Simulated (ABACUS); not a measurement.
Runs of ABACUS 3.10.1 on Si. The structure is cubic, space group Fd-3m (No. 227). The conventional cell has a = 5.444 Å, b = 5.444 Å, c = 5.444 Å, α = 90.00°, β = 90.00°, γ = 90.00°. Si (site symmetry -43m) has 4 Si at 2.36 Å as nearest neighbours. 

```tsv
task	level	cell	k mesh	max steps of the relaxation	force threshold	optimiser	stress threshold	symmetry key	mesh quality	gap on the mesh (eV)	pressure (GPa)	relaxed volume (Å³/atom)
relaxation of cell and atoms	M06-L	relaxed	5 × 5 × 5	60	0.02 eV/Å	cg	1 kbar	1	not flagged	1.01	0.0	(b)
single point	TPSS	as given	5 × 5 × 5	-	-	-	-	1	not flagged	0.72	1.7	-
single point	M06-L	as given	5 × 5 × 5	-	-	-	-	1	not flagged	1.00	0.4	-
relaxation of cell and atoms	r2SCAN	relaxed	5 × 5 × 5	60	0.02 eV/Å	cg	0.5 kbar	1	not flagged	0.73	0.0	20.38
single point	r2SCAN	as given	5 × 5 × 5	-	-	-	-	1	not flagged	0.71	(a)	-
```

Alike in all rows: potentials or basis SG15 ONCV 1.2 PBE, plane waves; no spin polarisation; cutoff (eV) 939; smearing fermi-dirac 0.05 eV.

Problem. Estimate the missing entries.

Solution. (a) 1.0; (b) 20.24.

Caveats: the potentials were made for another functional, which shifts forces and pressure; an odd mesh through Γ misses points on the zone boundary, where band edges often lie.

Runs at the PBE level aren't shown here.
